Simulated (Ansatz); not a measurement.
# Al$_{3}$Cu: strain energy, fitted

Al$_{3}$Cu, P4/mmm, a = 2.780 Å, c = 7.603 Å. The structure is a Materials Project entry; whether it is the stable form wasn't checked. Ansatz: PBEsol, PAW, 420 eV, Γ-centred 18×18×8 mesh on 4 atoms, Gaussian smearing 0.10 eV; no spin polarisation. Series: strain along c alone, the other axes held, atoms relaxed; x is the strain in per cent. y is the free energy over the unstrained cell, V0 = 14.686 Å³/atom.

| x (%) | y (meV/atom) |
| --- | --- |
| -3.0 | 7.68 |
| -2.0 | 3.24 |
| -1.0 | 0.66 |
| 0.0 | 0.00 |
| 1.0 | 1.08 |
| 2.0 | 4.10 |
| 3.0 | ? |

Question: Fit y = c2 x² + c3 x³ to the other rows, turn c2 into a modulus, and predict the missing energy.

Answer: Least squares on the rows shown. y = 0.9431 x² + 0.03389 x³. In eV per unit strain² c2 is 9.431; this is C33 with relaxed ions (E = ½ C33 V0 ε²): 2 × 9.431 × 160.2 / (14.686) = 206 GPa. The unstrained cell keeps some stress along the strain, worth a slope of 0.17 meV/atom per %, which the form leaves out. With a term in x⁴ added, the coefficient of x² becomes 0.8373, 11 % less, which shows how far this figure hangs on the form. At x = 3.0 the fit asked for gives 9.40 meV/atom. The run gave 8.89 meV/atom, so the fit is 0.51 meV/atom too high, 5.7 % of the span of the series, against an rms of 0.18 meV/atom on the fitted rows. The row lies outside the fitted range. With a term in x⁴ added, a fit to the same known rows predicts 10.69 meV/atom, further off still.